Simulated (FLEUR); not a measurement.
A run of FLEUR MaX-R8.1 (later development tree) is set up as follows.

The input inp.xml:

```xml
<?xml version="1.0" encoding="UTF-8" standalone="no"?>
<fleurInput fleurInputVersion="0.39">
   <comment>
      BAs                                                                                                 
   </comment>
   <calculationSetup>
      <cutoffs Kmax="4.78" Gmax="14.8" GmaxXC="14.8" numbands="0"/>
      <scfLoop itmax="60" minDistance="0.00001" maxIterBroyd="15" imix="Anderson" alpha="0.05" precondParam="0.0" spinf="2.0" sdNocoIR="T"/>
      <coreElectrons ctail="T" frcor="F" kcrel="0" coretail_lmax="0"/>
      <xcFunctional name="vwn" relativisticCorrections="F"/>
      <magnetism jspins="1"/>
      <soc l_soc="F" theta="0.0" phi="0.0" spav="F"/>
      <expertModes spex="0" secvar="F"/>
      <geometryOptimization l_f="F" forcealpha="1.0" forcemix="BFGS" epsdisp="0.00001" epsforce="0.00001"/>
      <ldaU l_linMix="F" mixParam="0.05" spinf="1.0"/>
   </calculationSetup>
   <cell>
      <bzIntegration valenceElectrons="24.0" mode="hist" fermiSmearingEnergy="0.00183747">
         <kPointListSelection listName="default-1"/>
         <!-- k-points included here -->
         <xi:include xmlns:xi="http://www.w3.org/2001/XInclude" href="kpts.xml"> </xi:include>
      </bzIntegration>
      <!-- symmetry operations included here -->
      <xi:include xmlns:xi="http://www.w3.org/2001/XInclude" href="sym.xml"> </xi:include>
      <bulkLattice scale="1.0">
         <bravaisMatrix>
            <row-1>    0.0000000000000000     4.5136108486071000     4.5136108486071000</row-1>
            <row-2>    4.5136108486071000     0.0000000000000000     4.5136108486071000</row-2>
            <row-3>    4.5136108486071000     4.5136108486071000     0.0000000000000000</row-3>
         </bravaisMatrix>
      </bulkLattice>
   </cell>
   <atomSpecies>
      <species name="Arsenic (As)" element="As" atomicNumber="33">
         <mtSphere radius="2.05" gridPoints="677" logIncrement="0.018"/>
         <atomicCutoffs lmax="8" lnonsphr="8"/>
         <electronConfig flipSpins="F">
            <coreConfig>(1s1/2) (2s1/2) (2p1/2) (2p3/2) (3s1/2)</coreConfig>
            <valenceConfig>(3p1/2) (3p3/2) (4s1/2) (3d3/2) (3d5/2) (4p1/2) (4p3/2)</valenceConfig>
            <stateOccupation state="(4p1/2)" spinUp="0.500000" spinDown="0.500000"/>
            <stateOccupation state="(4p3/2)" spinUp="1.000000" spinDown="1.000000"/>
         </electronConfig>
         <energyParameters s="4" p="4" d="3" f="4"/>
         <lo type="SCLO" l="1" n="3" eDeriv="0"/>
         <lo type="SCLO" l="1" n="3" eDeriv="1"/>
         <lo type="HELO" l="2" n="4" eDeriv="0"/>
         <lo type="HELO" l="2" n="4" eDeriv="1"/>
         <lo type="SCLO" l="0" n="4" eDeriv="2"/>
         <lo type="SCLO" l="3" n="4" eDeriv="2"/>
      </species>
      <species name="Boron (B)" element="B" atomicNumber="5">
         <mtSphere radius="1.57" gridPoints="519" logIncrement="0.02"/>
         <atomicCutoffs lmax="8" lnonsphr="8"/>
         <electronConfig flipSpins="F">
            <coreConfig>(1s1/2)</coreConfig>
            <valenceConfig>(2s1/2) (2p1/2) (2p3/2)</valenceConfig>
            <stateOccupation state="(2p1/2)" spinUp="0.166667" spinDown="0.166667"/>
            <stateOccupation state="(2p3/2)" spinUp="0.333333" spinDown="0.333333"/>
         </electronConfig>
         <energyParameters s="2" p="2" d="3" f="4"/>
         <lo type="SCLO" l="0" n="2" eDeriv="2"/>
         <lo type="SCLO" l="1" n="2" eDeriv="2"/>
         <lo type="SCLO" l="2" n="3" eDeriv="2"/>
      </species>
   </atomSpecies>
   <atomGroups>
      <atomGroup species="Arsenic (As)">
         <relPos label="                   1">-1.000/4.000 -1.000/4.000 -1.000/4.000</relPos>
         <force calculate="T" relaxXYZ="TTT"/>
      </atomGroup>
      <atomGroup species="Boron (B)">
         <relPos label="                   2">.0000000000 .0000000000 .0000000000</relPos>
         <force calculate="T" relaxXYZ="TTT"/>
      </atomGroup>
   </atomGroups>
   <output dos="F" band="F" slice="F">
      <checks vchk="F" cdinf="F"/>
      <bandDOS minEnergy="-.5*Htr" maxEnergy="0.5*Htr" sigma="0.015" storeEVData="T"/>
      <vacuumDOS vacdos="F" integ="F" star="F" nstars="0" locx1="0.0" locy1="0.0" locx2="0.0" locy2="0.0" nstm="0" tworkf="0.0"/>
      <unfoldingBand unfoldBand="F" supercellX="1" supercellY="1" supercellZ="1"/>
      <plotting iplot="0" polar="F">
         <plot TwoD="T" vec1="  1.0  0.0  0.0" vec2="  0.0  1.0  0.0" vec3="  0.0  0.0  1.0" zero="  0.0  0.0  0.0" file="plot"/>
      </plotting>
      <chargeDensitySlicing numkpt="0" minEigenval="0.0" maxEigenval="0.0" nnne="0" pallst="F"/>
      <specialOutput eonly="F"/>
      <moessbauerParams electricFieldGradient="T" isomerShift="T" coreHyperfine="T" valenceHyperfine="T"/>
      <magneticCircularDichroism mcd="F" energyLo="-10.0" energyUp="0.0"/>
   </output>
  <!-- We include the file relax.xml here to enable relaxations (see documentation) -->
  <xi:include xmlns:xi="http://www.w3.org/2001/XInclude" href="relax.xml"> <xi:fallback/> </xi:include>
</fleurInput>
```

crystal.txt

```
BAs
&input cartesian=F /
0.0000000000  2.3885000000  2.3885000000
2.3885000000  0.0000000000  2.3885000000
2.3885000000  2.3885000000  0.0000000000
1.8897261246
1.0 1.0 1.0

2
33 0.7500000000  0.7500000000  0.7500000000
5 0.0000000000  0.0000000000  0.0000000000

&kpt div1=10 div2=10 div3=10 gamma=T /
```

File inp.xml (bands):

```
<?xml version="1.0" encoding="UTF-8" standalone="no"?>
<fleurInput fleurInputVersion="0.39">
   <comment>
      BAs                                                                                                 
   </comment>
   <calculationSetup>
      <cutoffs Kmax="4.78" Gmax="14.8" GmaxXC="14.8" numbands="0"/>
      <scfLoop itmax="60" minDistance="0.00001" maxIterBroyd="15" imix="Anderson" alpha="0.05" precondParam="0.0" spinf="2.0" sdNocoIR="T"/>
      <coreElectrons ctail="T" frcor="F" kcrel="0" coretail_lmax="0"/>
      <xcFunctional name="vwn" relativisticCorrections="F"/>
      <magnetism jspins="1"/>
      <soc l_soc="F" theta="0.0" phi="0.0" spav="F"/>
      <expertModes spex="0" secvar="F"/>
      <geometryOptimization l_f="F" forcealpha="1.0" forcemix="BFGS" epsdisp="0.00001" epsforce="0.00001"/>
      <ldaU l_linMix="F" mixParam="0.05" spinf="1.0"/>
   </calculationSetup>
   <cell>
      <bzIntegration valenceElectrons="24.0" mode="hist" fermiSmearingEnergy="0.00183747">
         <kPointListSelection listName="path-1"/>
         <!-- k-points included here -->
         <xi:include xmlns:xi="http://www.w3.org/2001/XInclude" href="kpts.xml"> </xi:include>
      </bzIntegration>
      <!-- symmetry operations included here -->
      <xi:include xmlns:xi="http://www.w3.org/2001/XInclude" href="sym.xml"> </xi:include>
      <bulkLattice scale="1.0">
         <bravaisMatrix>
            <row-1>    0.0000000000000000     4.5136108486071000     4.5136108486071000</row-1>
            <row-2>    4.5136108486071000     0.0000000000000000     4.5136108486071000</row-2>
            <row-3>    4.5136108486071000     4.5136108486071000     0.0000000000000000</row-3>
         </bravaisMatrix>
      </bulkLattice>
   </cell>
   <atomSpecies>
      <species name="Arsenic (As)" element="As" atomicNumber="33">
         <mtSphere radius="2.05" gridPoints="677" logIncrement="0.018"/>
         <atomicCutoffs lmax="8" lnonsphr="8"/>
         <electronConfig flipSpins="F">
            <coreConfig>(1s1/2) (2s1/2) (2p1/2) (2p3/2) (3s1/2)</coreConfig>
            <valenceConfig>(3p1/2) (3p3/2) (4s1/2) (3d3/2) (3d5/2) (4p1/2) (4p3/2)</valenceConfig>
            <stateOccupation state="(4p1/2)" spinUp="0.500000" spinDown="0.500000"/>
            <stateOccupation state="(4p3/2)" spinUp="1.000000" spinDown="1.000000"/>
         </electronConfig>
         <energyParameters s="4" p="4" d="3" f="4"/>
         <lo type="SCLO" l="1" n="3" eDeriv="0"/>
         <lo type="SCLO" l="1" n="3" eDeriv="1"/>
         <lo type="HELO" l="2" n="4" eDeriv="0"/>
         <lo type="HELO" l="2" n="4" eDeriv="1"/>
         <lo type="SCLO" l="0" n="4" eDeriv="2"/>
         <lo type="SCLO" l="3" n="4" eDeriv="2"/>
      </species>
      <species name="Boron (B)" element="B" atomicNumber="5">
         <mtSphere radius="1.57" gridPoints="519" logIncrement="0.02"/>
         <atomicCutoffs lmax="8" lnonsphr="8"/>
         <electronConfig flipSpins="F">
            <coreConfig>(1s1/2)</coreConfig>
            <valenceConfig>(2s1/2) (2p1/2) (2p3/2)</valenceConfig>
            <stateOccupation state="(2p1/2)" spinUp="0.166667" spinDown="0.166667"/>
            <stateOccupation state="(2p3/2)" spinUp="0.333333" spinDown="0.333333"/>
         </electronConfig>
         <energyParameters s="2" p="2" d="3" f="4"/>
         <lo type="SCLO" l="0" n="2" eDeriv="2"/>
         <lo type="SCLO" l="1" n="2" eDeriv="2"/>
         <lo type="SCLO" l="2" n="3" eDeriv="2"/>
      </species>
   </atomSpecies>
   <atomGroups>
      <atomGroup species="Arsenic (As)">
         <relPos label="                   1">-1.000/4.000 -1.000/4.000 -1.000/4.000</relPos>
         <force calculate="T" relaxXYZ="TTT"/>
      </atomGroup>
      <atomGroup species="Boron (B)">
         <relPos label="                   2">.0000000000 .0000000000 .0000000000</relPos>
         <force calculate="T" relaxXYZ="TTT"/>
      </atomGroup>
   </atomGroups>
   <output dos="F" band="T" slice="F">
      <checks vchk="F" cdinf="F"/>
      <bandDOS minEnergy="-.5*Htr" maxEnergy="0.5*Htr" sigma="0.015" storeEVData="T"/>
      <vacuumDOS vacdos="F" integ="F" star="F" nstars="0" locx1="0.0" locy1="0.0" locx2="0.0" locy2="0.0" nstm="0" tworkf="0.0"/>
      <unfoldingBand unfoldBand="F" supercellX="1" supercellY="1" supercellZ="1"/>
      <plotting iplot="0" polar="F">
         <plot TwoD="T" vec1="  1.0  0.0  0.0" vec2="  0.0  1.0  0.0" vec3="  0.0  0.0  1.0" zero="  0.0  0.0  0.0" file="plot"/>
      </plotting>
      <chargeDensitySlicing numkpt="0" minEigenval="0.0" maxEigenval="0.0" nnne="0" pallst="F"/>
      <specialOutput eonly="F"/>
      <moessbauerParams electricFieldGradient="T" isomerShift="T" coreHyperfine="T" valenceHyperfine="T"/>
      <magneticCircularDichroism mcd="F" energyLo="-10.0" energyUp="0.0"/>
   </output>
  <!-- We include the file relax.xml here to enable relaxations (see documentation) -->
  <xi:include xmlns:xi="http://www.w3.org/2001/XInclude" href="relax.xml"> <xi:fallback/> </xi:include>
</fleurInput>
```

Potentials or basis: all-electron, FLAPW.

Run with:

```sh
$ inpgen -f crystal.txt -profile fastHighL
$ # inp.xml edited to the form shown
$ fleur_MPI
$ fleur_MPI   # second run, on inp.xml (bands)
```

**Question.** Predict the band gap on the k mesh.

**Answer.** 1.13 eV, indirect (least direct gap 3.26 eV).

**Question.** Predict the band gap along the path.

**Answer.** 1.15 eV, indirect (least direct gap 3.26 eV).

Core levels (eV from the Fermi level):
```tsv
atom	levels
1 As	1s1/2 -11690.3, 2s1/2 -1478.7, 2p1/2 -1322.0, 2p3/2 -1285.5, 3s1/2 -184.4
2 B	1s1/2 -171.6
```

As with any semilocal functional, this LDA gap is likely too small.
